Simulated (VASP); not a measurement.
# Se (R-3m) in VASP: further runs

The runs below take Se through relaxation of cell and atoms, with PBEsol.

Program: VASP 6.6.1. These are calculated values, not measurements. Logs are shortened: lines on timing, memory, paths and dates and some standing lists are left out, and cuts for length are marked.

## 1. The structure

Symmetry: R-3m, No. 166, trigonal system. Conventional cell: a = 3.912 Å, b = 3.912 Å, c = 2.685 Å, α = 90.00°, β = 90.00°, γ = 120.00°. Se (site symmetry -3m) is surrounded by 8 Se at 2.43 to 2.69 Å.

This isn't the form of Se at room conditions, which is trigonal, of chains.

## 2. Relaxation of cell and atoms, PBEsol, target pressure 187.5 GPa, at which the enthalpy is minimised

INCAR

```
ALGO = Normal
EDIFF = 1E-7
EDIFFG = -0.002
ENCUT = 250
GGA = PS
IBRION = 2
ISIF = 3
ISMEAR = 0
LASPH = T
LCHARG = F
LREAL = F
LWAVE = F
NELM = 100
NSW = 80
PREC = Accurate
PSTRESS = 1875.0
SIGMA = 0.1
```

KPOINTS

```
k-points
0
Gamma
  21 21 21
```

POSCAR

```
Se                                      
1.0
    1.9561537360      1.1293858975      0.8951452723
   -1.9561537360      1.1293858975      0.8951452723
    0.0000000000     -2.2587717949      0.8951452723
  Se            
     1
Direct
     0.0000000000000000    0.0000000000000000    0.0000000000000000
```

Potentials or basis: VASP PAW PBE potentials, release 64 (Se).

Started as:

```bash
$ cat potpaw_PBE.64/Se/POTCAR > POTCAR
$ mpirun -np 1 vasp_std > vasp.out
```

OUTCAR:

```text
EDIFF = 1E-7
   EDIFFG = -0.002
   ENCUT = 250
   GGA = PS
   IBRION = 2
   ISIF = 3
   ISMEAR = 0
   LASPH = T
   LREAL = F
   NELM = 100
   NSW = 80
   PREC = Accurate
   PSTRESS = 1875.0

 ion  position               nearest neighbor table
   1  0.000  0.000  0.000-

  LATTYP: Found a trigonal (rhomboedric) cell.
 ALAT       =     2.4296779628
 COS(alpha) =    -0.2963985398

  Lattice vectors:

 A1 = (   1.9561537360,   1.1293858975,   0.8951452723)
 A2 = (  -1.9561537360,   1.1293858975,   0.8951452723)
 A3 = (   0.0000000000,  -2.2587717949,   0.8951452723)

Analysis of symmetry for initial positions (statically):
=====================================================================
 Subroutine PRICEL returns:
 Original cell was already a primitive cell.

 Routine SETGRP: Setting up the symmetry group for a
 trigonal (rhombohedral) supercell.

 Subroutine GETGRP returns: Found 12 space group operations
 (whereof 12 operations were pure point group operations)
 out of a pool of 12 trial point group operations.

The static configuration has the point symmetry D_3d.

Analysis of symmetry for dynamics (positions and initial velocities):
=====================================================================
 Subroutine PRICEL returns:
 Original cell was already a primitive cell.

 Routine SETGRP: Setting up the symmetry group for a
 trigonal (rhombohedral) supercell.

 Subroutine GETGRP returns: Found 12 space group operations
 (whereof 12 operations were pure point group operations)
 out of a pool of 12 trial point group operations.

The dynamic configuration has the point symmetry D_3d.

 Subroutine INISYM returns: Found 12 space group operations
 (whereof 12 operations are pure point group operations),
 and found     1 'primitive' translations

----------------------------------------------------------------------------------------

                                     Primitive cell

  volume of cell :      11.8656

  direct lattice vectors                    reciprocal lattice vectors
     1.956153736  1.129385897  0.895145272     0.255603632  0.147572824  0.372379036
    -1.956153736  1.129385897  0.895145272    -0.255603632  0.147572824  0.372379036
     0.000000000 -2.258771795  0.895145272     0.000000000 -0.295145649  0.372379036

  length of vectors
     2.429677963  2.429677963  2.429677979     0.475160080  0.475160080  0.475160078

  position of ions in fractional coordinates (direct lattice)
     0.000000000  0.000000000  0.000000000

  ion indices of the primitive-cell ions
   primitive index   ion index
                 1           1

----------------------------------------------------------------------------------------

 KPOINTS: k-points

Automatic generation of k-mesh.
 Grid dimensions read from file:
 generate k-points for:   21   21   21

 Generating k-lattice:

  Cartesian coordinates                     Fractional coordinates (reciprocal lattice)
     0.012171602  0.007027277  0.017732335     0.047619048  0.000000000  0.000000000
    -0.012171602  0.007027277  0.017732335     0.000000000  0.047619048  0.000000000
     0.000000000 -0.014054555  0.017732335     0.000000000  0.000000000  0.047619048

  Length of vectors
     0.022626670  0.022626670  0.022626670

  Shift w.r.t. Gamma in fractional coordinates (k-lattice)
     0.000000000  0.000000000  0.000000000

 Subroutine IBZKPT returns following result:
 ===========================================

 Found    891 irreducible k-points:

 Following reciprocal coordinates:
            Coordinates               Weight
  0.000000  0.000000  0.000000      1.000000
  0.047619  0.000000  0.000000      6.000000
  0.095238 -0.000000  0.000000      6.000000
  0.142857  0.000000  0.000000      6.000000
  0.190476 -0.000000  0.000000      6.000000
  0.238095  0.000000  0.000000      6.000000
[... 16 lines left out ...]
 -0.428571  0.047619  0.000000     12.000000
 -0.380952  0.047619 -0.000000     12.000000
 [... further k-points ...]
   k-points           NKPTS =    891   k-points in BZ     NKDIM =    891   number of bands    NBANDS=      7
   number of dos      NEDOS =    301   number of ions     NIONS =      1
   total plane-waves  NPLWV =   2744
   dimension x,y,z NGX =    14 NGY =   14 NGZ =   14
   dimension x,y,z NGXF=    28 NGYF=   28 NGZF=   28
   ions per type =               1
   NGX,Y,Z   is equivalent  to a cutoff of   9.58,  9.58,  9.58 a.u.
   NGXF,Y,Z  is equivalent  to a cutoff of  19.16, 19.16, 19.16 a.u.
 SYSTEM =  unknown system
   PREC   = accura    normal or accurate (medium, high low for compatibility)
   ISTART =      0    job   : 0-new  1-cont  2-samecut
   ICHARG =      2    charge: 1-file 2-atom 10-const
   ISPIN  =      1    spin polarized calculation?
   LNONCOLLINEAR =      F non collinear calculations
   LSORBIT =      F    spin-orbit coupling
   LASPH  =      T    aspherical Exc in radial PAW
   ENCUT  =  250.0 eV  18.37 Ry    4.29 a.u.   3.13  3.13  3.13*2*pi/ulx,y,z
   NELM   =    100;   NELMIN=  2; NELMDL= -5     # of ELM steps
   EDIFF  = 0.1E-06   stopping-criterion for ELM
   LREAL  =      F    real-space projection
   EDIFFG = -.2E-02   stopping-criterion for IOM
   NSW    =     80    number of steps for IOM
   IBRION =      2    ionic relax: 0-MD 1-quasi-New 2-CG
   NFREE  =      1    steps in history (QN), initial steepest desc. (CG)
   ISIF   =      3    stress and relaxation
   ISYM   =      2    0-nonsym 1-usesym 2-fastsym
   POTIM  = 0.5000    time-step for ionic-motion
   TEBEG  =    0.0;   TEEND  =   0.0 temperature during run
   PSTRESS= 1875.0 pullay stress
   NELECT =       6.0000    total number of electrons
   NUPDOWN=      -1.0000    fix difference up-down
   EMIN   =  10.00;   EMAX   =-10.00  energy-range for DOS
   EFERMI =   0.00;   METHOD = LEGACY
   ISMEAR =     0;   SIGMA  =   0.10  broadening in eV -4-tet -1-fermi 0-gaus
   EFERMI_NEDOS =   21; number of points for ismear=-14 and -15
   IALGO  =     38    algorithm
   IMIX   =      4    mixing-type and parameters
     AMIX     =   0.40;   BMIX     =  1.00
     AMIX_MAG =   1.60;   BMIX_MAG =  1.00
  volume/ion in A,a.u.               =      11.87        80.07
  Fermi-wavevector in a.u.,A,eV,Ry     =   1.304253  2.464681 23.144546  1.701076
  Thomas-Fermi vector in A             =   2.435201
   LORBIT       =      0    0 simple, 1 ext, 2 COOP (PROOUT), +10 PAW based schemes
   GGA     = PS    functional components
   LHFCALC =     F    Hartree Fock is set to
   AEXX    =    0.0000 exact exchange contribution
   IVDW    =     0    specifies the selected vdW correction
   LEPSILON=     F    determine dielectric tensor
   LRPA    =     F    only Hartree local field effects (RPA)
 conjugate gradient relaxation of ions
 non-spin polarized calculation
 Gauss-broadening in eV      SIGMA  =   0.10
  energy-cutoff  :      250.00
  volume of cell :       11.87
 maximum number of plane-waves:       113
 NGX is ok and might be reduce to    14
   NGX =  7   NGY =  7   NGZ =  7

--------------------------------------- Ionic step        1  -------------------------------------------

 number of electron       5.9999995 magnetization

 Free energy of the ion-electron system (eV)
  ---------------------------------------------------
  ext. energy  EPLUGINS =         0.00000000
  ---------------------------------------------------
  free energy    TOTEN  =        -1.54740123 eV

  energy without entropy =       -1.54572138  energy(sigma->0) =       -1.54656130

------------------------ aborting loop because EDIFF is reached ----------------------------------------

  FORCE on cell =-STRESS in cart. coord.  units (eV):
  Direction    XX          YY          ZZ          XY          YZ          ZX
  --------------------------------------------------------------------------------------
  -------------------------------------------------------------------------------------
  Total        9.2556997      9.2556999      9.2592865      0.0000000      0.0000000      0.0000000
  in kB     1249.7689250   1249.7689502   1250.2532376      0.0000000      0.0000000      0.0000000
  external PRESSURE =    -625.0696291 kB  Pullay stress =    1875.0000000 kB
[... 90 lines left out ...]
  FREE ENERGIE OF THE ION-ELECTRON SYSTEM (eV)
  ---------------------------------------------------
  free  energy   TOTEN  =        -0.7671664921 eV

  energy  without entropy=       -0.7654461902  energy(sigma->0) =       -0.76630634

  enthalpy is  TOTEN    =        12.1188928755 eV   P V=       12.8860593676

[... ionic steps 4 to 16 ...]

--------------------------------------- Ionic step       17  -------------------------------------------

 number of electron       5.9999999 magnetization

------------------------ aborting loop because EDIFF is reached ----------------------------------------

  FORCE on cell =-STRESS in cart. coord.  units (eV):
  Direction    XX          YY          ZZ          XY          YZ          ZX
  --------------------------------------------------------------------------------------
  -------------------------------------------------------------------------------------
  Total       12.5067320     12.5067358     12.5044490      0.0000000      0.0000000      0.0000000
  in kB     1875.9093415   1875.9099144   1875.5669083      0.0000000      0.0000011      0.0000000
  external PRESSURE =       0.7953881 kB  Pullay stress =    1875.0000000 kB
[... 59 lines left out ...]
  enthalpy is  TOTEN    =        12.0768209911 eV   P V=       12.5033286886

--------------------------------------- Ionic step       19  -------------------------------------------

 number of electron       5.9999999 magnetization

 Free energy of the ion-electron system (eV)
  ---------------------------------------------------
  ext. energy  EPLUGINS =         0.00000000
  ---------------------------------------------------
  free energy    TOTEN  =        -0.42522208 eV

  energy without entropy =       -0.42357221  energy(sigma->0) =       -0.42439715

 E-fermi :  16.0740     XC(G=0): -13.8068

 val. band max:       16.0631404268   @ k =  -0.3810   0.1429   0.0952
 cond. band min:      16.0756545633   @ k =  -0.4762   0.3810   0.3333
 fundamental gap:      0.0125141365
 Fermi energy:        16.0739872173

 k-point     1 :       0.0000    0.0000    0.0000
  band No.  band energies     occupation
      1      -8.6940      2.00000
      2      23.9720      0.00000
      3      23.9971      0.00000
      4      23.9971      0.00000
      5      30.2035      0.00000
      6      30.2035      0.00000
      7      30.2060      0.00000
[... 221 lines left out ...]
 k-point    24 :      -0.3810    0.0476   -0.0000
  band No.  band energies     occupation
      1      -3.6808      2.00000
      2       7.5601      2.00000
      3      16.8853      0.00000
      4      19.9976      0.00000
      5      24.5047      0.00000
      6      25.5791      0.00000
      7      34.2891      0.00000

 [... further k-points ...]
[... 5 lines left out ...]
  --------------------------------------------------------------------------------------
  -------------------------------------------------------------------------------------
  Total       12.5004668     12.5004714     12.5016573      0.0000000      0.0000000      0.0000000
  in kB     1874.7637197   1874.7644082   1874.9422531      0.0000000      0.0000013      0.0000000
  external PRESSURE =      -0.1765397 kB  Pullay stress =    1875.0000000 kB
[... 16 lines left out ...]
  FREE ENERGIE OF THE ION-ELECTRON SYSTEM (eV)
  ---------------------------------------------------
  free  energy   TOTEN  =        -0.4252220847 eV

  energy  without entropy=       -0.4235722096  energy(sigma->0) =       -0.42439715

  enthalpy is  TOTEN    =        12.0768202125 eV   P V=       12.5020422973

 reached required accuracy - stopping structural energy minimisation
```

It took 2.3 min on 1 thread of AMD EPYC 9R45 (Zen 5), shared host; peak memory 0.1 GiB.

Results:

- Free energy: -0.4252 eV
- Relaxed volume: 10.68 Å³/atom
- Relaxed cell: a = 2.403 Å, b = 2.403 Å, c = 2.403 Å, α = 109.46°, β = 109.46°, γ = 109.46°
- Space group after relaxing (to 0.05 Å): Im-3m (No. 229)
- Energy change on relaxing (the enthalpy is what falls): +1122.2 meV/atom
- Ionic steps: 19
- Pressure after relaxing: 187.5 GPa
- Band gap on the k mesh: none (metal or under the smearing width)

The path:
```
step  energy change (eV)  largest force (eV/Å)  pressure (GPa)  volume (Å³)
   1              0.0000                0.0000          124.99        11.87
   2             21.1326                0.0000         1647.30         5.56
   3              0.7802                0.0000          169.91        11.01
   4              0.9505                0.0000          179.74        10.85
   5              1.0857                0.0000          187.53        10.74
   6              1.0603                0.0000          186.07        10.76
   7              1.0698                0.0000          186.20        10.75
   8              1.0865                0.0000          186.63        10.73
   9              1.1268                0.0000          188.41        10.69
  10              1.2701                0.0000          196.40        10.57
  11              1.1639                0.0000          190.04        10.65
  12              1.1807                0.0000          190.89        10.63
  13              1.0365                0.0000          182.63        10.76
  14              1.1318                0.0000          188.06        10.67
  15              1.1328                0.0000          188.10        10.67
  16              1.1243                0.0000          187.63        10.68
  17              1.1236                0.0000          187.58        10.68
  18              1.1209                0.0000          187.43        10.68
  19              1.1222                0.0000          187.48        10.68
```

Final structure:
```
CELL_PARAMETERS angstrom
1.96162 1.13254 0.80144
-1.96162 1.13254 0.80144
0.00000 -2.26508 0.80144
ATOMIC_POSITIONS crystal
Se 0.00000 0.00000 0.00000
```

Levels at points of the mesh, in eV from the Fermi level:
| k point | band 1 | band 2 | band 3 | band 4 | band 5 | band 6 | band 7 |
| --- | --- | --- | --- | --- | --- | --- | --- |
| (0.00, 0.00, 0.00) | -24.77 | 7.90 | 7.92 | 7.92 | 14.13 | 14.13 | 14.13 |

Caveat: the cutoff is under 1.25 times the usual one of these potentials, so pressure, stress and relaxed cells hold a basis-set (Pulay) error; the cell is relaxed towards a set pressure, so the enthalpy falls and the energy may rise; the PAW data sets were made with another functional, which shifts forces and pressure a little.

(Continued in part 2 of 2.)
